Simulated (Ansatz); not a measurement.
A plane-wave DFT run in Ansatz 0.2.0 (scalar-relativistic PAW potentials unless the input names others): input and command.

```yaml
crystal:
  lattice:
    - [3.2701555101, 0.0, 0.0]
    - [-1.635077755, 2.8320377461, 0.0]
    - [0.0, 0.0, 15.6615439524]
  atoms:
    - { symbol: W, position: [1.0e-10, -1.0e-10, 0.0] }
    - { symbol: Se, position: [0.3333333333, 0.6666666667, 0.1068052843] }
    - { symbol: Se, position: [0.3333333333, 0.6666666667, 0.8931947157] }
basis:
  ecutwfc: "120 eV"
kpoints:
  mp_grid: { grid: [12, 12, 2] }
hamiltonian:
  xc: pbesol
scf:
  occupations: { method: gaussian, width: 0.02 }
  max_iter: 80
output:
  forces: true
  eigenvalues: true
  stress: true
```

```bash
ansatz run input.yaml --threads 1 --pin off --max-ram 2560MiB --backend cpu --events-out ev --progress --plain --runs-dir out
```

Abridged log:
```
Basis set: ecut = 120 eV, 405 PW (Γ), exchange–correlation on 24×24×120 points (8 copies of the dense FFT grid, shifted against one another)
Bands: 28, of which v1, the nominal top of the filled ones, is band 23 counted from 1 (22 counted from 0)
Symmetry: 12 space group operations
k-points: 38 of 288 (time reversal used)
SCF iter   1: F=—  HF=-21001.286823 eV  |F-HF|=—  |Δ(HF+E_count)|=         —  Δρ=1.46e-1  dr2=2.59e1  ethr=1.77e-3  ⟨swp⟩=9.3  Hψ=5613  notcnv=0
SCF iter   2: F=—  HF=-20978.522463 eV  |F-HF|=—  |Δ(HF+E_count)|=    2.28e1  Δρ=8.14e-2  dr2=2.41e1  ethr=1.77e-3  ⟨swp⟩=4.9  Hψ=3261  notcnv=0  defer=38
SCF iter   3: F=—  HF=-20972.965868 eV  |F-HF|=—  |Δ(HF+E_count)|=    5.56e0  Δρ=5.21e-2  dr2=1.11e1  ethr=1.77e-3  ⟨swp⟩=4.1  Hψ=2969  notcnv=0  defer=37
SCF iter   4: F=—  HF=-20970.977244 eV  |F-HF|=—  |Δ(HF+E_count)|=    1.99e0  Δρ=5.16e-3  dr2=1.84e-2  ethr=1.77e-3  ⟨swp⟩=3.5  Hψ=2475  notcnv=0  defer=38
SCF iter   5: F=—  HF=-20970.973543 eV  |F-HF|=—  |Δ(HF+E_count)|=   3.70e-3  Δρ=7.62e-4  dr2=5.05e-4  ethr=4.01e-5  ⟨swp⟩=3.4  Hψ=2422  notcnv=0
automatic band count: iteration 5 solves 27 bands in place of 28: the levels show a gap, and the empty bands left out lie too high to hold charge; the band table lists the bands solved (type scf.n_extra_bands for more)
SCF iter   6: F=—  HF=-20970.975070 eV  |F-HF|=—  |Δ(HF+E_count)|=   1.53e-3  Δρ=8.88e-5  dr2=3.12e-5  ethr=1.10e-6  ⟨swp⟩=2.1  Hψ=1787  notcnv=0
SCF iter   7: F=—  HF=-20970.973639 eV  |F-HF|=—  |Δ(HF+E_count)|=   1.43e-3  Δρ=2.29e-5  dr2=1.08e-6  ethr=6.79e-8  ⟨swp⟩=2.1  Hψ=1780  notcnv=0
SCF iter   8: F=-20970.973639 eV  HF=-20970.973639 eV  |F-HF|=1.67e-9  |Δ(HF+E_count)|=   3.10e-7  Δρ=5.70e-6  dr2=3.81e-8  ethr=2.17e-10  ⟨swp⟩=7.6  Hψ=4584  notcnv=0
SCF 1 converged in 8 iterations: F = -20970.973639 eV  dr2 = 3.81e-8
SCF converged after 8 iterations
Free energy (F): -20970.973639 eV
Harris-Foulkes:  -20970.973639 eV  (|F-HF|=1.67e-9)
Internal energy: -20970.973639 eV  (E = F + TS)
E sigma→0 (E₀):  -20970.973639 eV
Fermi energy:    2.160947 eV
--- Forces (eV/Å), atoms counted from 1 ---
  atom   1  W      0.00000000     0.00000000     0.00000000
  atom   2  Se     0.00000000     0.00000000     0.17755842
  atom   3  Se     0.00000000     0.00000000    -0.17755842
--- Stress (GPa, compression-positive) ---
       -9.943132       0.000000       0.000000
        0.000000      -9.943132       0.000000
        0.000000       0.000000       2.925129
  P = ⅓ Tr σ = -5.6537 GPa (-56.537 kbar)
```

What should be changed?

The fault is a cutoff far too low (basis.ecutwfc: 420 → "120 eV", the first being the value of the sound run). Setting it back cures it. The log, from which this was withheld above, says: «Warning: basis.ecutwfc = 120 eV is below the records' recommended 420 eV, and the density's cutoff is lower with it unless basis.ecutrho_ratio is high enough to keep the records' density cutoff: compare with a run at a higher cutoff» The run converged all the same, with an energy at zero smearing 45.3 eV/atom above the reference's, pressure -5.65 GPa, largest force 0.178 eV/Å, gap on the mesh 1.35 eV, so convergence alone doesn't show that an input is right. A reference run on usual settings, whose relaxation ended at this geometry, converged, and the end of its own relaxation has pressure 0.00 GPa, largest force 0.000 eV/Å, gap on the mesh 1.69 eV.

The run took 4 s on 1 thread of Intel(R) Xeon(R) Platinum 8259CL CPU @ 2.50GHz (Skylake/Cascade Lake), with other jobs on the host, peak memory 0.34 GiB.